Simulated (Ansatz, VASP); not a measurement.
SiC2 in VASP and in Ansatz

```xyz
6
Lattice="2.9497 0.0000 0.0000 -1.4748 2.5545 0.0000 0.0000 0.0000 7.2628" Properties=species:S:1:pos:R:3 pbc="T T T"
Si    0.0000    1.7030    2.1509
Si    1.4748    0.8515    5.1119
C     0.0000    0.0000    4.4328
C     1.4748    0.8515    7.0103
C     0.0000    0.0000    2.8300
C     0.0000    1.7030    0.2525
```

Alike in both runs: functional PBE; k mesh 6 × 6 × 2; occupations gaussian, width 0.1 eV; no spin polarisation.

Ansatz relaxed the structure, and its values are those at the end. VASP's run is a single point on that final structure, the one shown.

```csv
,VASP,Ansatz
version,VASP 6.6.1,Ansatz 0.2.0
potentials or method,"VASP PAW PBE potentials, release 64 (Si, C)","scalar-relativistic, plane waves, PAW"
plane-wave cutoff (eV),520,420
valence electrons in the cell,24,24
```

Ansatz gave:

- gap on the k mesh at the Fermi level (eV): 1.49
- least direct gap on the mesh (eV): 1.90
- pressure (GPa): -0.3
- rms of the force components (eV/Å): 0.002

**Question.** Which values does VASP return?

**Answer.** gap on the k mesh at the Fermi level (eV): 1.49; least direct gap on the mesh (eV): 1.91; pressure (GPa): -0.3; rms of the force components (eV/Å): 0.010.

Caveats: the k mesh is coarse (spacing up to 0.43 Å⁻¹), so the values aren't converged. A hybrid or GW would open this gap; PBE tends to underestimate it. A k mesh can miss the band edges.
